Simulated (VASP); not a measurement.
# SnTe (Fm-3m) in VASP: notebook

SnTe is run at these levels: PBE; tasks: single point, relaxation of volume and atoms at fixed shape.

Program: VASP 6.6.1. These are calculated values, not measurements. Logs are shortened: lines on timing, memory, paths and dates and some standing lists are left out, and cuts for length are marked.

**Experimental background.**

From a printed reference work, textbook, for a bulk crystal of SnTe at 300 K: band gap 0.18 eV (direct).

The runs below are set against these values where they give the same quantity.

### Step 1. The cell of the first run

Symmetry: Fm-3m, No. 225, cubic system. The conventional cell has a = 6.415 Å, b = 6.415 Å, c = 6.415 Å, α = 90.00°, β = 90.00°, γ = 90.00°. Sn (site symmetry m-3m) has 6 Te at 3.21 Å within 4.2 Å. Within 4.2 Å of Te (site symmetry m-3m) lie 6 Sn at 3.21 Å.

### Step 2. Single point, PBE

INCAR reads:

```
SYSTEM = SnTe
PREC = Accurate
ENCUT = 500
EDIFF = 1E-6
ISMEAR = 0
SIGMA = 0.01
LREAL = .False.
LASPH = .True.
NELM = 120
ALGO = Normal
ISIF = 2
LWAVE = .False.
LCHARG = .True.
GGA = PE
LELF = .True.
LVHAR = .True.
NBANDS = 17
GGA_COMPAT = .False.
```

KPOINTS reads:

```
regular mesh
0
Gamma
  6 6 6
  0 0 0
```

POSCAR reads:

```
SnTe
1.0
    0.0000000000      3.2076054020      3.2076054020
    3.2076054020      0.0000000000      3.2076054020
    3.2076054020      3.2076054020      0.0000000000
Sn Te
1 1
Direct
    0.0000000000      0.0000000000      0.0000000000
    0.5000000000      0.5000000000      0.5000000000
```

Potentials or basis: VASP PAW PBE potentials, release 64 (Sn_d, Te).

Launch:

```bash
> cat potpaw_PBE.64/Sn_d/POTCAR potpaw_PBE.64/Te/POTCAR > POTCAR
> mpirun -np 1 vasp_std > vasp.out
```

OUTCAR:

```text
SYSTEM = SnTe
   PREC = Accurate
   ENCUT = 500
   EDIFF = 1E-6
   ISMEAR = 0
   LREAL = .False.
   LASPH = .True.
   NELM = 120
   ISIF = 2
   GGA = PE

 ion  position               nearest neighbor table
   1  0.000  0.000  0.000-   2 3.21   2 3.21   2 3.21   2 3.21   2 3.21   2 3.21
   2  0.500  0.500  0.500-   1 3.21   1 3.21   1 3.21   1 3.21   1 3.21   1 3.21

  LATTYP: Found a face centered cubic cell.
 ALAT       =     6.4152108040

  Lattice vectors:

 A1 = (   0.0000000000,   3.2076054020,   3.2076054020)
 A2 = (   3.2076054020,   0.0000000000,   3.2076054020)
 A3 = (   3.2076054020,   3.2076054020,   0.0000000000)

Analysis of symmetry for initial positions (statically):
=====================================================================
 Subroutine PRICEL returns:
 Original cell was already a primitive cell.

 Routine SETGRP: Setting up the symmetry group for a
 face centered cubic supercell.

 Subroutine GETGRP returns: Found 48 space group operations
 (whereof 48 operations were pure point group operations)
 out of a pool of 48 trial point group operations.

The static configuration has the point symmetry O_h .

Analysis of symmetry for dynamics (positions and initial velocities):
=====================================================================
 Subroutine PRICEL returns:
 Original cell was already a primitive cell.

 Routine SETGRP: Setting up the symmetry group for a
 face centered cubic supercell.

 Subroutine GETGRP returns: Found 48 space group operations
 (whereof 48 operations were pure point group operations)
 out of a pool of 48 trial point group operations.

The dynamic configuration has the point symmetry O_h .

 Subroutine INISYM returns: Found 48 space group operations
 (whereof 48 operations are pure point group operations),
 and found     1 'primitive' translations

----------------------------------------------------------------------------------------

                                     Primitive cell

  volume of cell :      66.0044

  direct lattice vectors                    reciprocal lattice vectors
     0.000000000  3.207605402  3.207605402    -0.155879523  0.155879523  0.155879523
     3.207605402  0.000000000  3.207605402     0.155879523 -0.155879523  0.155879523
     3.207605402  3.207605402  0.000000000     0.155879523  0.155879523 -0.155879523

  length of vectors
     4.536239062  4.536239062  4.536239062     0.269991254  0.269991254  0.269991254

  position of ions in fractional coordinates (direct lattice)
     0.000000000  0.000000000  0.000000000
     0.500000000  0.500000000  0.500000000

  ion indices of the primitive-cell ions
   primitive index   ion index
                 1           1
                 2           2

----------------------------------------------------------------------------------------

 KPOINTS: regular mesh

Automatic generation of k-mesh.
 Grid dimensions read from file:
 generate k-points for:    6    6    6

 Generating k-lattice:

  Cartesian coordinates                     Fractional coordinates (reciprocal lattice)
    -0.025979920  0.025979920  0.025979920     0.166666667  0.000000000  0.000000000
     0.025979920 -0.025979920  0.025979920     0.000000000  0.166666667  0.000000000
     0.025979920  0.025979920 -0.025979920     0.000000000  0.000000000  0.166666667

  Length of vectors
     0.044998542  0.044998542  0.044998542

  Shift w.r.t. Gamma in fractional coordinates (k-lattice)
     0.000000000  0.000000000  0.000000000

 Subroutine IBZKPT returns following result:
 ===========================================

 Found     16 irreducible k-points:

 Following reciprocal coordinates:
            Coordinates               Weight
  0.000000  0.000000  0.000000      1.000000
  0.166667  0.000000  0.000000      8.000000
  0.333333  0.000000  0.000000      8.000000
  0.500000  0.000000  0.000000      4.000000
  0.166667  0.166667  0.000000      6.000000
  0.333333  0.166667  0.000000     24.000000
[... 8 lines left out ...]
 -0.333333  0.333333  0.166667     24.000000
 -0.333333  0.500000  0.166667     12.000000
   k-points           NKPTS =     16   k-points in BZ     NKDIM =     16   number of bands    NBANDS=     17
   number of dos      NEDOS =    301   number of ions     NIONS =      2
   total plane-waves  NPLWV =  46656
   dimension x,y,z NGX =    36 NGY =   36 NGZ =   36
   dimension x,y,z NGXF=    72 NGYF=   72 NGZF=   72
   ions per type =               1   1
   NGX,Y,Z   is equivalent  to a cutoff of  13.19, 13.19, 13.19 a.u.
   NGXF,Y,Z  is equivalent  to a cutoff of  26.39, 26.39, 26.39 a.u.
 SYSTEM =  SnTe
   PREC   = accura    normal or accurate (medium, high low for compatibility)
   ISTART =      0    job   : 0-new  1-cont  2-samecut
   ICHARG =      2    charge: 1-file 2-atom 10-const
   ISPIN  =      1    spin polarized calculation?
   LNONCOLLINEAR =      F non collinear calculations
   LSORBIT =      F    spin-orbit coupling
   LASPH  =      T    aspherical Exc in radial PAW
   ENCUT  =  500.0 eV  36.75 Ry    6.06 a.u.   8.27  8.27  8.27*2*pi/ulx,y,z
   NELM   =    120;   NELMIN=  2; NELMDL= -5     # of ELM steps
   EDIFF  = 0.1E-05   stopping-criterion for ELM
   LREAL  =      F    real-space projection
   EDIFFG = 0.1E-04   stopping-criterion for IOM
   NSW    =      0    number of steps for IOM
   IBRION =     -1    ionic relax: 0-MD 1-quasi-New 2-CG
   NFREE  =      0    steps in history (QN), initial steepest desc. (CG)
   ISIF   =      2    stress and relaxation
   ISYM   =      2    0-nonsym 1-usesym 2-fastsym
   POTIM  = 0.5000    time-step for ionic-motion
   TEBEG  =    0.0;   TEEND  =   0.0 temperature during run
   PSTRESS=    0.0 pullay stress
   NELECT =      20.0000    total number of electrons
   NUPDOWN=      -1.0000    fix difference up-down
   EMIN   =  10.00;   EMAX   =-10.00  energy-range for DOS
   EFERMI =   0.00;   METHOD = LEGACY
   ISMEAR =     0;   SIGMA  =   0.01  broadening in eV -4-tet -1-fermi 0-gaus
   EFERMI_NEDOS =   21; number of points for ismear=-14 and -15
   IALGO  =     38    algorithm
   IMIX   =      4    mixing-type and parameters
     AMIX     =   0.40;   BMIX     =  1.00
     AMIX_MAG =   1.60;   BMIX_MAG =  1.00
  volume/ion in A,a.u.               =      33.00       222.71
  Fermi-wavevector in a.u.,A,eV,Ry     =   1.099581  2.077907 16.450510  1.209078
  Thomas-Fermi vector in A             =   2.235978
   LORBIT       =      0    0 simple, 1 ext, 2 COOP (PROOUT), +10 PAW based schemes
   GGA     = PE    functional components
   LHFCALC =     F    Hartree Fock is set to
   AEXX    =    0.0000 exact exchange contribution
   IVDW    =     0    specifies the selected vdW correction
   LEPSILON=     F    determine dielectric tensor
   LRPA    =     F    only Hartree local field effects (RPA)
 non-spin polarized calculation
 Gauss-broadening in eV      SIGMA  =   0.01
  energy-cutoff  :      500.00
  volume of cell :       66.00
 maximum number of plane-waves:      1694
 NGX is ok and might be reduce to    36
   NGX = 17   NGY = 17   NGZ = 17

 number of electron      20.0000005 magnetization

 Free energy of the ion-electron system (eV)
  ---------------------------------------------------
  ext. energy  EPLUGINS =         0.00000000
  ---------------------------------------------------
  free energy    TOTEN  =        -7.56444908 eV

  energy without entropy =       -7.56444902  energy(sigma->0) =       -7.56444905

 E-fermi :   6.3193     XC(G=0):  -9.2562

 val. band max:        6.2906869313   @ k =   0.5000   0.0000   0.0000
 cond. band min:       6.3478420321   @ k =   0.5000   0.0000   0.0000
 fundamental gap:      0.0571551008
 Fermi energy:         6.3192644142

 k-point     1 :       0.0000    0.0000    0.0000
  band No.  band energies     occupation
      1     -15.5882      2.00000
      2     -15.5882      2.00000
      3     -15.5852      2.00000
      4     -15.5852      2.00000
      5     -15.5852      2.00000
      6      -6.1134      2.00000
[... 9 lines left out ...]
     16      11.1495      0.00000
     17      13.1243      0.00000

 k-point     2 :       0.1667    0.0000    0.0000
  band No.  band energies     occupation
      1     -15.5890      2.00000
      2     -15.5890      2.00000
      3     -15.5848      2.00000
      4     -15.5839      2.00000
      5     -15.5839      2.00000
      6      -5.9010      2.00000
[... 9 lines left out ...]
     16      11.6827      0.00000
     17      14.5889      0.00000

 k-point     3 :       0.3333    0.0000    0.0000
  band No.  band energies     occupation
      1     -15.5911      2.00000
      2     -15.5911      2.00000
      3     -15.5841      2.00000
      4     -15.5810      2.00000
      5     -15.5810      2.00000
      6      -5.3557      2.00000
[... 9 lines left out ...]
     16      13.1455      0.00000
     17      16.6693      0.00000

 k-point     4 :       0.5000    0.0000    0.0000
  band No.  band energies     occupation
      1     -15.5922      2.00000
      2     -15.5922      2.00000
      3     -15.5838      2.00000
      4     -15.5795      2.00000
      5     -15.5795      2.00000
      6      -4.9633      2.00000
[... 9 lines left out ...]
     16      15.0926      0.00000
     17      15.0926      0.00000
[... 183 lines left out ...]
      1     -15.5953      2.00000
      2     -15.5883      2.00000
      3     -15.5848      2.00000
      4     -15.5799      2.00000
      5     -15.5789      2.00000
      6      -4.9828      2.00000
[... 9 lines left out ...]
     16      14.6311      0.00000
     17      15.1918      0.00000

 k-point    15 :      -0.3333    0.3333    0.1667
  band No.  band energies     occupation
      1     -15.5957      2.00000
      2     -15.5890      2.00000
      3     -15.5825      2.00000
      4     -15.5818      2.00000
      5     -15.5778      2.00000
      6      -4.7208      2.00000
[... 9 lines left out ...]
     16      16.0756      0.00000
     17      16.1706      0.00000

 k-point    16 :      -0.3333    0.5000    0.1667
  band No.  band energies     occupation
      1     -15.5982      2.00000
      2     -15.5869      2.00000
      3     -15.5853      2.00000
      4     -15.5796      2.00000
      5     -15.5766      2.00000
      6      -4.6508      2.00000
[... 9 lines left out ...]
     16      16.1521      0.00000
     17      17.3434      0.00000

------------------------ aborting loop because EDIFF is reached ----------------------------------------

  FORCE on cell =-STRESS in cart. coord.  units (eV):
  Direction    XX          YY          ZZ          XY          YZ          ZX
  --------------------------------------------------------------------------------------
  -------------------------------------------------------------------------------------
  Total       -0.0273470     -0.0273470     -0.0273470      0.0000000      0.0000000     -0.0000000
  in kB       -0.6638150     -0.6638150     -0.6638150      0.0000000      0.0000000     -0.0000000
  external PRESSURE =      -0.6638150 kB  Pullay stress =       0.0000000 kB

 VOLUME and BASIS-vectors are now :
 -----------------------------------------------------------------------------
  energy-cutoff  :      500.00
  volume of cell :       66.00
      direct lattice vectors                 reciprocal lattice vectors
     0.000000000  3.207605402  3.207605402    -0.155879523  0.155879523  0.155879523
     3.207605402  0.000000000  3.207605402     0.155879523 -0.155879523  0.155879523
     3.207605402  3.207605402  0.000000000     0.155879523  0.155879523 -0.155879523

 POSITION                                       TOTAL-FORCE (eV/Angst)
 -----------------------------------------------------------------------------------
      0.00000      0.00000      0.00000         0.000000      0.000000      0.000000
      3.20761      3.20761      3.20761        -0.000000     -0.000000     -0.000000
 -----------------------------------------------------------------------------------
    total drift:                               -0.000000      0.000000      0.000000

  FREE ENERGIE OF THE ION-ELECTRON SYSTEM (eV)
  ---------------------------------------------------
  free  energy   TOTEN  =        -7.5644490809 eV

  energy  without entropy=       -7.5644490215  energy(sigma->0) =       -7.56444905
```

It took 33 s on 1 thread of AMD EPYC 7R43 (Zen 3), shared host; peak memory 0.17 GiB.

What came out:

```
Free energy            : -7.5644 eV
Pressure               : -0.1 GPa
Band gap on the k mesh : 0.06 eV
```

Levels at points of the mesh, in eV from the valence-band top:
```tsv
k point	band 7	band 8	band 9	band 10	band 11	band 12	band 13	band 14
(0.00, 0.00, 0.00)	-4.87	-1.99	-1.99	-1.99	3.25	3.25	3.25	4.86
(0.50, 0.00, 0.00)	-8.05	-1.66	-1.66	0.00	0.06	0.46	0.46	7.67
(0.50, 0.50, 0.00)	-6.42	-5.19	-3.47	-3.47	2.39	4.68	4.68	6.01
```

Caveat: spin-orbit coupling is left out, which moves the levels of the heavy elements.

### Step 3. Relaxation of volume and atoms at fixed shape, PBE

This run uses another cell than the first one, of 31.28 Å³/atom.

INCAR reads:

```
ALGO = Normal
EDIFF = 1E-7
EDIFFG = -0.01
ENCUT = 500
GGA = PE
GGA_COMPAT = False
IBRION = 2
ISIF = 8
ISMEAR = 0
LASPH = True
LCHARG = False
LREAL = False
LWAVE = False
NELM = 120
NELMIN = 4
NSW = 80
PREC = Accurate
SIGMA = 0.01
```

KPOINTS reads:

```
k-points
0
Gamma
  6 6 6
```

POSCAR reads:

```
SnTe
1.0
    0.0000000000      3.1508500000      3.1508500000
    3.1508500000      0.0000000000      3.1508500000
    3.1508500000      3.1508500000      0.0000000000
Sn Te
1 1
Direct
    0.0000000000      0.0000000000      0.0000000000
    0.5000000000      0.5000000000      0.5000000000
```

Potentials or basis: VASP PAW PBE potentials, release 64 (Sn_d, Te).

Launch:

```bash
> cat potpaw_PBE.64/Sn_d/POTCAR potpaw_PBE.64/Te/POTCAR > POTCAR
> mpirun -np 1 vasp_std > vasp.out
```

Run time: 50 s. Hardware: 1 thread of AMD EPYC 7R43 (Zen 3), shared host; peak memory 0.16 GiB.

The run converged. Its results:

- Free energy: -7.5639 eV
- Relaxed volume: 32.99 Å³/atom
- Relaxed cell: a = 4.536 Å, b = 4.536 Å, c = 4.536 Å, α = 60.00°, β = 60.00°, γ = 60.00°
- Space group after relaxing (to 0.1 Å): Fm-3m (No. 225)
- Energy gained by relaxing: 10.8 meV/atom
- Ionic steps: 4
- Pressure after relaxing: 0.0 GPa
- Band gap on the k mesh: 0.06 eV

The path:
```tsv
step	energy change (eV)	largest force (eV/Å)	pressure (GPa)	volume (Å³)
1	0.0000	0.0000	2.20	62.56
2	-0.0210	0.0000	-0.34	66.53
3	-0.0216	0.0000	0.05	65.89
4	-0.0216	0.0000	0.00	65.98
```

Final structure:
```yaml
crystal:
  lattice:
    - [0.00000, 3.20717, 3.20717]
    - [3.20717, 0.00000, 3.20717]
    - [3.20717, 3.20717, 0.00000]
  atoms:
    - { symbol: Sn, position: [0.00000, 0.00000, 0.00000] }
    - { symbol: Te, position: [0.50000, 0.50000, 0.50000] }
```

Levels at points of the mesh, in eV from the valence-band top:
```tsv
k point	band 7	band 8	band 9	band 10	band 11	band 12	band 13	band 14
(0.00, 0.00, 0.00)	-4.87	-1.99	-1.99	-1.99	3.25	3.25	3.25	4.86
(0.50, 0.00, 0.00)	-8.05	-1.66	-1.66	0.00	0.06	0.46	0.46	7.67
(0.50, 0.50, 0.00)	-6.42	-5.20	-3.48	-3.48	2.39	4.68	4.68	6.01
```

Caveat: spin-orbit coupling is left out, which moves the levels of the heavy elements.

### Step 4. How close it comes

Step 2. A measured gap of SnTe is 0.18 eV (direct; 300 K; a printed reference work, textbook); the calculated 0.06 eV misses it by -0.12 eV. Spin-orbit coupling on Sn, Te is left out. The value is that of PBE on a finite k mesh, which can miss the band edges, without temperature or zero-point motion. Semilocal functionals fall short of measured gaps as a rule.
